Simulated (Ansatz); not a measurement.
## How far is this Si5C from the hull?

Computed with DFT PBE, scalar-relativistic, plane waves, PAW in Ansatz 0.2.0. Settings: cutoff 420 eV, Γ-centred meshes spaced at most about 0.3 Å⁻¹, and about 0.25 Å⁻¹ or finer for metals (2π included), Gaussian smearing. No spin polarisation.

The zero of energy is the elements' standard structures at the same level; no fitted shifts are applied.

Temperature and zero-point effects are left out. The reference form of C is held partly by dispersion forces, which this level lacks.

The competitors are the elements and 2 reference phases of this chemical system (from databases or known types: Si7C, SiC), relaxed at the same level; other known phases may be missing.

The candidate was reached from: Si and C ordered on hcp sites.

```xyz
6
Lattice="2.8895 0.0000 0.0000 -1.4447 2.5024 0.0000 0.0000 0.0000 10.6809" Properties=species:S:1:pos:R:3 pbc="T T T"
Si    0.0000    1.6682    6.5567
Si    0.0000    1.6682    0.0000
Si    0.0000    1.6682    4.1242
Si    1.4447    0.8341    8.6619
Si    1.4447    0.8341    2.0189
C     1.4447    0.8341    5.3404
```

Problem. Into what would it decompose?

Solution. Its formation energy is 0.639 eV/atom. The lowest competing mixture at this composition is this:

```json
{"phase": "Si", "space group": "-", "source": "element", "share of atoms": "0.6667", "ΔE_f (eV/atom)": "-0.0007"}
{"phase": "SiC", "space group": "P6_3mc (No. 186)", "source": "Materials Project", "share of atoms": "0.3333", "ΔE_f (eV/atom)": "-0.204"}
```

The lowest database cell of Si (-0.0007) lies slightly below the reference, hence the non-zero entry.

The mixture lies at -0.068 eV/atom, and the candidate lies 0.71 eV/atom above it. The candidate matches no cell in the subsets of the Crystallography Open Database and the Materials Project at hand. A phase this far over the hull is unlikely to be made. It holds Si–Si pairs (shortest 2.43 Å).
